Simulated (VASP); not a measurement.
# Si3N4 (P6_3/m) in VASP: notebook, part 2 of 2

VASP 6.6.1.

### Step 3. Band structure, LDA

The input, INCAR:

```
SYSTEM = Si3N4
PREC     = Accurate       ! precision mode
ENCUT    = 450            ! plane-wave cutoff, eV
EDIFF    = 1E-6           ! SCF threshold, eV
ISMEAR   = 0              ! smearing method
SIGMA    = 0.02           ! smearing width, eV
LREAL    = .False.        ! projectors in reciprocal space
LASPH    = .True.         ! aspherical terms in the spheres
NELM     = 120            ! most SCF steps
ALGO     = Fast           ! electronic algorithm
ISIF     = 2              ! what is computed and relaxed
LWAVE    = .False.        ! write WAVECAR
LCHARG   = .False.        ! write CHGCAR
GGA      = CA             ! functional
NBANDS   = 45             ! bands
KPAR     = 8
```

The input, KPOINTS:

```
regular mesh
0
Gamma
  6 6 12
  0 0 0
```

The input, POSCAR:

```
Si3N4                                   
1.0
    7.6600357984      0.0000000022      0.0000000000
   -3.8300179011      6.6337856610      0.0000000000
    0.0000000000      0.0000000000      2.9247079127
  Si              N             
     6     8
Direct
     0.2311796143238070    0.8250496054287595    0.7500000000000000
     0.4061300088950972    0.2311796143238212    0.2500000000000000
     0.8250496054287169    0.5938699911049454    0.2500000000000000
     0.1749503945712831    0.4061300088950546    0.7500000000000000
     0.5938699911049028    0.7688203856761788    0.7500000000000000
     0.7688203856761930    0.1749503945712405    0.2500000000000000
     0.3333333300000021    0.6666666699999979    0.7500000000000000
     0.6666666699999979    0.3333333300000021    0.2500000000000000
     0.9692691978755619    0.6699923903735652    0.7500000000000000
     0.2992768075020180    0.9692691978755761    0.2500000000000000
     0.6699923903735439    0.7007231924979891    0.2500000000000000
     0.3300076096264561    0.2992768075020109    0.7500000000000000
     0.0307308021244381    0.3300076096264348    0.2500000000000000
     0.7007231924979820    0.0307308021244239    0.7500000000000000
```

The input, KPOINTS_OPT:

```
path GMKGALHA,LM,KH
10
line-mode
reciprocal
 0.0000000000  0.0000000000  0.0000000000  G
 0.5000000000  0.0000000000  0.0000000000  M

 0.5000000000  0.0000000000  0.0000000000  M
 0.3333333333  0.3333333333  0.0000000000  K

 0.3333333333  0.3333333333  0.0000000000  K
 0.0000000000  0.0000000000  0.0000000000  G

 0.0000000000  0.0000000000  0.0000000000  G
 0.0000000000  0.0000000000  0.5000000000  A

 0.0000000000  0.0000000000  0.5000000000  A
 0.5000000000  0.0000000000  0.5000000000  L

 0.5000000000  0.0000000000  0.5000000000  L
 0.3333333333  0.3333333333  0.5000000000  H

 0.3333333333  0.3333333333  0.5000000000  H
 0.0000000000  0.0000000000  0.5000000000  A

 0.5000000000  0.0000000000  0.5000000000  L
 0.5000000000  0.0000000000  0.0000000000  M

 0.3333333333  0.3333333333  0.0000000000  K
 0.3333333333  0.3333333333  0.5000000000  H
```

Potentials or basis: VASP PAW LDA potentials, release 64 (Si, N).

Started as:

```sh
> cat potpaw_LDA.64/Si/POTCAR potpaw_LDA.64/N/POTCAR > POTCAR
> mpirun -np 8 vasp_std > vasp.out
```

Wall time 60 s (8 MPI ranks of AMD EPYC 9R45 (Zen 5), shared host); peak memory 0.46 GiB.

It converged, with:

```yaml
Free_energy: -126.4266 eV
Largest_force: 0.032 eV/Å
Band_gap_on_the_k_mesh: 4.07 eV, indirect (least direct gap 4.28 eV)
Band_gap_along_the_path: 4.07 eV, indirect (least direct gap 4.28 eV)
```

Forces in eV/Å, atoms in the order of the input:
```
Si   0.011 -0.022  0.000
Si   0.025 -0.002  0.000
Si  -0.014 -0.021  0.000
Si   0.014  0.021  0.000
Si  -0.025  0.002  0.000
Si  -0.011  0.022  0.000
N    0.000  0.000  0.000
N    0.000  0.000  0.000
N   -0.006 -0.031  0.000
N    0.024 -0.021  0.000
N   -0.030 -0.010  0.000
N    0.030  0.010  0.000
N    0.006  0.031  0.000
N   -0.024  0.021  0.000
```

Levels at the corners of the path, in eV from the valence-band top:
| point | band 28 | band 29 | band 30 | band 31 | band 32 | band 33 | band 34 | band 35 | band 36 | band 37 |
| --- | --- | --- | --- | --- | --- | --- | --- | --- | --- | --- |
| Γ | -1.30 | -1.30 | -0.47 | -0.40 | -0.20 | 4.07 | 4.48 | 4.64 | 4.64 | 4.95 |
| M | -1.69 | -1.36 | -0.78 | -0.33 | -0.26 | 4.36 | 4.46 | 4.61 | 5.02 | 5.50 |
| M | -1.69 | -1.36 | -0.78 | -0.33 | -0.26 | 4.36 | 4.46 | 4.61 | 5.02 | 5.50 |
| K | -1.61 | -1.14 | -1.14 | -0.29 | -0.29 | 4.45 | 4.59 | 4.59 | 5.30 | 5.30 |
| K | -1.61 | -1.14 | -1.14 | -0.29 | -0.29 | 4.45 | 4.59 | 4.59 | 5.30 | 5.30 |
| Γ | -1.30 | -1.30 | -0.47 | -0.40 | -0.20 | 4.07 | 4.48 | 4.64 | 4.64 | 4.95 |
| Γ | -1.30 | -1.30 | -0.47 | -0.40 | -0.20 | 4.07 | 4.48 | 4.64 | 4.64 | 4.95 |
| A | -1.62 | -1.62 | -1.62 | -1.34 | -1.34 | 4.46 | 4.46 | 4.46 | 4.46 | 7.01 |
| A | -1.62 | -1.62 | -1.62 | -1.34 | -1.34 | 4.46 | 4.46 | 4.46 | 4.46 | 7.01 |
| L | -1.88 | -1.50 | -1.50 | -1.05 | -1.05 | 4.52 | 4.52 | 5.58 | 5.58 | 5.94 |
| L | -1.88 | -1.50 | -1.50 | -1.05 | -1.05 | 4.52 | 4.52 | 5.58 | 5.58 | 5.94 |
| H | -1.89 | -1.40 | -1.40 | -1.11 | -1.11 | 4.75 | 4.75 | 5.58 | 5.58 | 5.88 |
| H | -1.89 | -1.40 | -1.40 | -1.11 | -1.11 | 4.75 | 4.75 | 5.58 | 5.58 | 5.88 |
| A | -1.62 | -1.62 | -1.62 | -1.34 | -1.34 | 4.46 | 4.46 | 4.46 | 4.46 | 7.01 |
| L | -1.88 | -1.50 | -1.50 | -1.05 | -1.05 | 4.52 | 4.52 | 5.58 | 5.58 | 5.94 |
| M | -1.69 | -1.36 | -0.78 | -0.33 | -0.26 | 4.36 | 4.46 | 4.61 | 5.02 | 5.50 |
| K | -1.61 | -1.14 | -1.14 | -0.29 | -0.29 | 4.45 | 4.59 | 4.59 | 5.30 | 5.30 |
| H | -1.89 | -1.40 | -1.40 | -1.11 | -1.11 | 4.75 | 4.75 | 5.58 | 5.58 | 5.88 |

Caveat: the cutoff is under 1.25 times the usual one of these potentials, so pressure, stress and relaxed cells hold a basis-set (Pulay) error.

### Step 4. Band structure, PBE

INCAR: that of step 3 with these lines changed.

```diff
@@ -13,3 +13,3 @@
 LCHARG   = .False.        ! write CHGCAR
-GGA      = CA             ! functional
+GGA      = PE             ! functional
 NBANDS   = 45             ! bands
```

KPOINTS is that of step 3.

POSCAR is that of step 3.

KPOINTS_OPT is that of step 3.

Potentials or basis: VASP PAW PBE potentials, release 64 (Si, N).

Started as:

```sh
> cat potpaw_PBE.64/Si/POTCAR potpaw_PBE.64/N/POTCAR > POTCAR
> mpirun -np 8 vasp_std > vasp.out
```

OUTCAR:

```text
SYSTEM = Si3N4
   PREC = Accurate
   ENCUT = 450
   EDIFF = 1E-6
   ISMEAR = 0
   LREAL = .False.
   LASPH = .True.
   NELM = 120
   ISIF = 2
   GGA = PE

 ion  position               nearest neighbor table
   1  0.231  0.825  0.750-   7 1.74   9 1.75  10 1.75  10 1.75   5 3.02   4 3.02   3 3.07   3 3.07
                             2 3.07   2 3.07
   2  0.406  0.231  0.250-   8 1.74  10 1.75  12 1.75  12 1.75   6 3.02   3 3.02   4 3.07   4 3.07
                             1 3.07   1 3.07
   3  0.825  0.594  0.250-   8 1.74  11 1.75   9 1.75   9 1.75   2 3.02   6 3.02   5 3.07   5 3.07
                             1 3.07   1 3.07
   4  0.175  0.406  0.750-   7 1.74  12 1.75  13 1.75  13 1.75   5 3.02   1 3.02   2 3.07   2 3.07
                             6 3.07   6 3.07
   5  0.594  0.769  0.750-   7 1.74  14 1.75  11 1.75  11 1.75   1 3.02   4 3.02   3 3.07   3 3.07
                             6 3.07   6 3.07
   6  0.769  0.175  0.250-   8 1.74  13 1.75  14 1.75  14 1.75   2 3.02   3 3.02   4 3.07   4 3.07
                             5 3.07   5 3.07
   7  0.333  0.667  0.750-   1 1.74   5 1.74   4 1.74
   8  0.667  0.333  0.250-   6 1.74   2 1.74   3 1.74
[... 1361 lines left out ...]
  FORCE on cell =-STRESS in cart. coord.  units (eV):
  Direction    XX          YY          ZZ          XY          YZ          ZX
  --------------------------------------------------------------------------------------
  -------------------------------------------------------------------------------------
  Total       -0.8888971     -0.8888971     -0.8771359     -0.0000001      0.0000000      0.0000000
  in kB       -9.5826879     -9.5826881     -9.4558969     -0.0000005      0.0000000      0.0000000
  external PRESSURE =      -9.5404243 kB  Pullay stress =       0.0000000 kB

 VOLUME and BASIS-vectors are now :
 -----------------------------------------------------------------------------
  energy-cutoff  :      450.00
  volume of cell :      148.62
      direct lattice vectors                 reciprocal lattice vectors
     7.660035798  0.000000002  0.000000000     0.130547693  0.075371745  0.000000000
    -3.830017901  6.633785661  0.000000000    -0.000000000  0.150743490  0.000000000
     0.000000000  0.000000000  2.924707913     0.000000000  0.000000000  0.341914485

 POSITION                                       TOTAL-FORCE (eV/Angst)
 -----------------------------------------------------------------------------------
     -1.38911      5.47320      2.19353        -0.003638      0.002367      0.000000
      2.22555      1.53360      0.73118        -0.003868     -0.001967     -0.000000
      4.04538      3.93961      0.73118         0.000231      0.004334     -0.000000
     -0.21536      2.69418      2.19353        -0.000231     -0.004334      0.000000
      1.60447      5.10019      2.19353         0.003868      0.001967      0.000000
      5.21913      1.16058      0.73118         0.003638     -0.002367     -0.000000
     -0.00000      4.42252      2.19353        -0.000000      0.000000      0.000000
      3.83002      2.21126      0.73118        -0.000000      0.000000      0.000000
      4.85855      4.44459      2.19353        -0.002812      0.002390      0.000000
     -1.41985      6.42992      0.73118        -0.003475     -0.001240      0.000000
      2.44838      4.64845      0.73118         0.000664      0.003630      0.000000
      1.38163      1.98534      2.19353        -0.000664     -0.003630      0.000000
     -1.02854      2.18920      0.73118         0.002812     -0.002390      0.000000
      5.24987      0.20386      2.19353         0.003475      0.001240      0.000000
 -----------------------------------------------------------------------------------
    total drift:                               -0.000000      0.000000     -0.000000

  FREE ENERGIE OF THE ION-ELECTRON SYSTEM (eV)
  ---------------------------------------------------
  free  energy   TOTEN  =      -114.5544855140 eV

  energy  without entropy=     -114.5544855140  energy(sigma->0) =     -114.55448551
```

It took 62 s on 8 MPI ranks of AMD EPYC 9R45 (Zen 5), shared host; peak memory 0.5 GiB.

Results:

| Item | Value |
| --- | --- |
| Free energy | -114.5545 eV |
| Largest force | 0.004 eV/Å |
| Band gap on the k mesh | 4.25 eV, indirect (least direct gap 4.45 eV) |
| Band gap along the path | 4.25 eV, indirect (least direct gap 4.45 eV) |

Forces on the atoms (eV/Å):
```
Si  -0.004  0.002  0.000
Si  -0.004 -0.002  0.000
Si   0.000  0.004  0.000
Si   0.000 -0.004  0.000
Si   0.004  0.002  0.000
Si   0.004 -0.002  0.000
N    0.000  0.000  0.000
N    0.000  0.000  0.000
N   -0.003  0.002  0.000
N   -0.003 -0.001  0.000
N    0.001  0.004  0.000
N   -0.001 -0.004  0.000
N    0.003 -0.002  0.000
N    0.003  0.001  0.000
```

Levels at the corners of the path, in eV from the valence-band top:
| point | band 30 | band 31 | band 32 | band 33 | band 34 | band 35 |
| --- | --- | --- | --- | --- | --- | --- |
| Γ | -0.45 | -0.40 | -0.20 | 4.25 | 4.60 | 4.78 |
| M | -0.78 | -0.33 | -0.25 | 4.51 | 4.62 | 4.78 |
| M | -0.78 | -0.33 | -0.25 | 4.51 | 4.62 | 4.78 |
| K | -1.13 | -0.29 | -0.29 | 4.60 | 4.75 | 4.75 |
| K | -1.13 | -0.29 | -0.29 | 4.60 | 4.75 | 4.75 |
| Γ | -0.45 | -0.40 | -0.20 | 4.25 | 4.60 | 4.78 |
| Γ | -0.45 | -0.40 | -0.20 | 4.25 | 4.60 | 4.78 |
| A | -1.59 | -1.31 | -1.31 | 4.64 | 4.64 | 4.64 |
| A | -1.59 | -1.31 | -1.31 | 4.64 | 4.64 | 4.64 |
| L | -1.47 | -1.03 | -1.03 | 4.69 | 4.69 | 5.77 |
| L | -1.47 | -1.03 | -1.03 | 4.69 | 4.69 | 5.77 |
| H | -1.38 | -1.09 | -1.09 | 4.91 | 4.91 | 5.78 |
| H | -1.38 | -1.09 | -1.09 | 4.91 | 4.91 | 5.78 |
| A | -1.59 | -1.31 | -1.31 | 4.64 | 4.64 | 4.64 |
| L | -1.47 | -1.03 | -1.03 | 4.69 | 4.69 | 5.77 |
| M | -0.78 | -0.33 | -0.25 | 4.51 | 4.62 | 4.78 |
| K | -1.13 | -0.29 | -0.29 | 4.60 | 4.75 | 4.75 |
| H | -1.38 | -1.09 | -1.09 | 4.91 | 4.91 | 5.78 |

Caveat: the cutoff is under 1.25 times the usual one of these potentials, so pressure, stress and relaxed cells hold a basis-set (Pulay) error.

### Step 5. Band structure, PBEsol

INCAR: that of step 4 with these lines changed.

```diff
@@ -13,3 +13,3 @@
 LCHARG   = .False.        ! write CHGCAR
-GGA      = PE             ! functional
+GGA      = PS             ! functional
 NBANDS   = 45             ! bands
```

KPOINTS is that of step 4.

POSCAR is that of step 4.

KPOINTS_OPT is that of step 4.

Potentials or basis: VASP PAW PBE potentials, release 64 (Si, N).

Started as:

```sh
> cat potpaw_PBE.64/Si/POTCAR potpaw_PBE.64/N/POTCAR > POTCAR
> mpirun -np 8 vasp_std > vasp.out
```

OUTCAR:

```text
SYSTEM = Si3N4
   PREC = Accurate
   ENCUT = 450
   EDIFF = 1E-6
   ISMEAR = 0
   LREAL = .False.
   LASPH = .True.
   NELM = 120
   ISIF = 2
   GGA = PS

 ion  position               nearest neighbor table
   1  0.231  0.825  0.750-   7 1.74   9 1.75  10 1.75  10 1.75   5 3.02   4 3.02   3 3.07   3 3.07
                             2 3.07   2 3.07
   2  0.406  0.231  0.250-   8 1.74  10 1.75  12 1.75  12 1.75   6 3.02   3 3.02   4 3.07   4 3.07
                             1 3.07   1 3.07
   3  0.825  0.594  0.250-   8 1.74  11 1.75   9 1.75   9 1.75   2 3.02   6 3.02   5 3.07   5 3.07
                             1 3.07   1 3.07
[... 1379 lines left out ...]
  energy-cutoff  :      450.00
  volume of cell :      148.62
      direct lattice vectors                 reciprocal lattice vectors
     7.660035798  0.000000002  0.000000000     0.130547693  0.075371745  0.000000000
    -3.830017901  6.633785661  0.000000000    -0.000000000  0.150743490  0.000000000
     0.000000000  0.000000000  2.924707913     0.000000000  0.000000000  0.341914485

 POSITION                                       TOTAL-FORCE (eV/Angst)
 -----------------------------------------------------------------------------------
     -1.38911      5.47320      2.19353         0.026678     -0.005802     -0.000000
      2.22555      1.53360      0.73118         0.018364      0.020203      0.000000
      4.04538      3.93961      0.73118         0.008314     -0.026005     -0.000000
     -0.21536      2.69418      2.19353        -0.008314      0.026005     -0.000000
      1.60447      5.10019      2.19353        -0.018364     -0.020203      0.000000
      5.21913      1.16058      0.73118        -0.026678      0.005802      0.000000
     -0.00000      4.42252      2.19353         0.000000     -0.000000     -0.000000
      3.83002      2.21126      0.73118         0.000000     -0.000000     -0.000000
      4.85855      4.44459      2.19353         0.010981     -0.012407     -0.000000
     -1.41985      6.42992      0.73118         0.016235      0.003307     -0.000000
      2.44838      4.64845      0.73118        -0.005254     -0.015713      0.000000
      1.38163      1.98534      2.19353         0.005254      0.015713     -0.000000
     -1.02854      2.18920      0.73118        -0.010981      0.012407     -0.000000
      5.24987      0.20386      2.19353        -0.016235     -0.003307     -0.000000
 -----------------------------------------------------------------------------------
    total drift:                               -0.000000      0.000000     -0.000000

  FREE ENERGIE OF THE ION-ELECTRON SYSTEM (eV)
  ---------------------------------------------------
  free  energy   TOTEN  =      -120.3781260949 eV

  energy  without entropy=     -120.3781260949  energy(sigma->0) =     -120.37812609
```

It took 64 s on 8 MPI ranks of AMD EPYC 9R45 (Zen 5), shared host; peak memory 0.49 GiB.

What came out:

```
Free energy             : -120.3781 eV
Largest force           : 0.027 eV/Å
Band gap on the k mesh  : 4.12 eV, indirect (least direct gap 4.32 eV)
Band gap along the path : 4.12 eV, indirect (least direct gap 4.32 eV)
```

Forces on the atoms (eV/Å):
```
Si   0.027 -0.006  0.000
Si   0.018  0.020  0.000
Si   0.008 -0.026  0.000
Si  -0.008  0.026  0.000
Si  -0.018 -0.020  0.000
Si  -0.027  0.006  0.000
N    0.000  0.000  0.000
N    0.000  0.000  0.000
N    0.011 -0.012  0.000
N    0.016  0.003  0.000
N   -0.005 -0.016  0.000
N    0.005  0.016  0.000
N   -0.011  0.012  0.000
N   -0.016 -0.003  0.000
```

Levels at the corners of the path, in eV from the valence-band top:
```tsv
point	band 28	band 29	band 30	band 31	band 32	band 33	band 34	band 35	band 36	band 37
Γ	-1.29	-1.29	-0.46	-0.40	-0.20	4.12	4.49	4.67	4.67	4.97
M	-1.68	-1.36	-0.78	-0.33	-0.26	4.40	4.50	4.66	5.05	5.60
M	-1.68	-1.36	-0.78	-0.33	-0.26	4.40	4.50	4.66	5.05	5.60
K	-1.61	-1.15	-1.15	-0.29	-0.29	4.49	4.63	4.63	5.34	5.34
K	-1.61	-1.15	-1.15	-0.29	-0.29	4.49	4.63	4.63	5.34	5.34
Γ	-1.29	-1.29	-0.46	-0.40	-0.20	4.12	4.49	4.67	4.67	4.97
Γ	-1.29	-1.29	-0.46	-0.40	-0.20	4.12	4.49	4.67	4.67	4.97
A	-1.62	-1.62	-1.62	-1.34	-1.34	4.49	4.49	4.49	4.49	7.09
A	-1.62	-1.62	-1.62	-1.34	-1.34	4.49	4.49	4.49	4.49	7.09
L	-1.88	-1.50	-1.50	-1.05	-1.05	4.56	4.56	5.63	5.63	5.99
L	-1.88	-1.50	-1.50	-1.05	-1.05	4.56	4.56	5.63	5.63	5.99
H	-1.89	-1.40	-1.40	-1.11	-1.11	4.78	4.78	5.63	5.63	5.92
H	-1.89	-1.40	-1.40	-1.11	-1.11	4.78	4.78	5.63	5.63	5.92
A	-1.62	-1.62	-1.62	-1.34	-1.34	4.49	4.49	4.49	4.49	7.09
L	-1.88	-1.50	-1.50	-1.05	-1.05	4.56	4.56	5.63	5.63	5.99
M	-1.68	-1.36	-0.78	-0.33	-0.26	4.40	4.50	4.66	5.05	5.60
K	-1.61	-1.15	-1.15	-0.29	-0.29	4.49	4.63	4.63	5.34	5.34
H	-1.89	-1.40	-1.40	-1.11	-1.11	4.78	4.78	5.63	5.63	5.92
```

Caveat: the cutoff is under 1.25 times the usual one of these potentials, so pressure, stress and relaxed cells hold a basis-set (Pulay) error; the PAW data sets were made with another functional, which shifts forces and pressure a little. A hybrid or GW would open this gap; PBEsol tends to underestimate it.

### Step 6. The runs side by side

```tsv
task	level	potentials or basis	k mesh	further INCAR settings	gap on the mesh (eV)	largest force (eV/Å)
dielectric tensor	PBE	VASP PAW PBE potentials, release 64 (Si, N)	5 × 5 × 11	ALGO = Fast; EDIFF = 1e-08; IBRION = 8	4.25	-
band structure	LDA	VASP PAW LDA potentials, release 64 (Si, N)	6 × 6 × 12	ALGO = Fast; EDIFF = 1e-06; NBANDS = 45	4.07	0.03
band structure	PBE	VASP PAW PBE potentials, release 64 (Si, N)	6 × 6 × 12	ALGO = Fast; EDIFF = 1e-06; NBANDS = 45	4.25	-
band structure	PBEsol	VASP PAW PBE potentials, release 64 (Si, N)	6 × 6 × 12	ALGO = Fast; EDIFF = 1e-06; NBANDS = 45	4.12	0.03
```

Alike in all rows: no spin polarisation; cell as given; cutoff (eV) 450; smearing gaussian 0.02 eV.

Caveats: the cutoff is under 1.25 times the usual one of these potentials, so pressure, stress and relaxed cells hold a basis-set (Pulay) error; an odd mesh through Γ misses points on the zone boundary, where band edges often lie (some runs); the PAW data sets were made with another functional, which shifts forces and pressure a little (some runs).

Absolute energies hang on the potentials; compare differences alone.
